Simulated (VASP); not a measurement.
Wanted: the native input for a VASP 6.6.1 run.

| Item | Value |
| --- | --- |
| Task | relaxation of cell and atoms |
| Functional | r2SCAN |
| Dispersion | rVV10 |
| Potentials or basis | VASP PAW PBE potentials, release 64 (Sr_sv, Cl) |
| Cutoff | 600 eV |
| k mesh | 6 × 6 × 6 |
| Occupations | gaussian, width 0.02 eV |
| Spin | no spin polarisation |
| Further INCAR settings | ALGO = Normal; EDIFF = 1e-07; IBRION = 2; EDIFFG = -0.005; NSW = 90; ISIF = 3 |

The structure of SrCl2 lies in POSCAR:

```
SrCl2
1.0
    0.0000000000      3.4997473200      3.4997473200
    3.4997473200      0.0000000000      3.4997473200
    3.4997473200      3.4997473200      0.0000000000
Sr Cl
1 2
Direct
    0.0000000000      0.0000000000      0.0000000000
    0.7500000000      0.7500000000      0.7500000000
    0.2500000000      0.2500000000      0.2500000000
```

The cell is a database's computed one.

One way to write it, as run:

INCAR

```
ALGO     = Normal         # electronic algorithm
BPARAM   = 11.95        
CPARAM   = 0.0093       
EDIFF    = 1E-7           # SCF threshold, eV
EDIFFG   = -0.005         # ionic threshold
ENCUT    = 600            # plane-wave cutoff, eV
IBRION   = 2              # ionic algorithm
ISIF     = 3              # what is computed and relaxed
ISMEAR   = 0              # smearing method
IVDW_NL  = 2            
LASPH    = T              # aspherical terms in the spheres
LCHARG   = F              # write CHGCAR
LMIXTAU  = T            
LREAL    = F              # projectors in reciprocal space
LUSE_VDW = T            
LWAVE    = F              # write WAVECAR
METAGGA  = R2SCAN         # meta-GGA
NELM     = 60             # most SCF steps
NSW      = 90             # ionic steps
PREC     = Accurate       # precision mode
SIGMA    = 0.02           # smearing width, eV
```

KPOINTS

```
k-points
0
Gamma
  6 6 6
```

Potentials or basis: VASP PAW PBE potentials, release 64 (Sr_sv, Cl).

Command:

```bash
$ cat potpaw_PBE.64/Sr_sv/POTCAR potpaw_PBE.64/Cl/POTCAR > POTCAR
$ mpirun -np 1 vasp_std > vasp.out
```

It gave:

* Relaxed volume: 28.10 Å³/atom
* Relaxed cell: a = 4.922 Å, b = 4.922 Å, c = 4.922 Å, α = 60.00°, β = 60.00°, γ = 60.00°
* Space group after relaxing (to 0.05 Å): Fm-3m (No. 225)
* Energy gained by relaxing: 1.0 meV/atom
* Ionic steps: 2
* Pressure after relaxing: 0.0 GPa
* Band gap on the k mesh: 5.85 eV, indirect (least direct gap 5.89 eV)

Caveat: the PAW data sets were made with another functional, which shifts forces and pressure a little.

Run time: 7.1 min on 1 thread of Intel(R) Xeon(R) Platinum 8559C (Emerald Rapids), with other jobs on the host, peak memory 0.5 GiB.
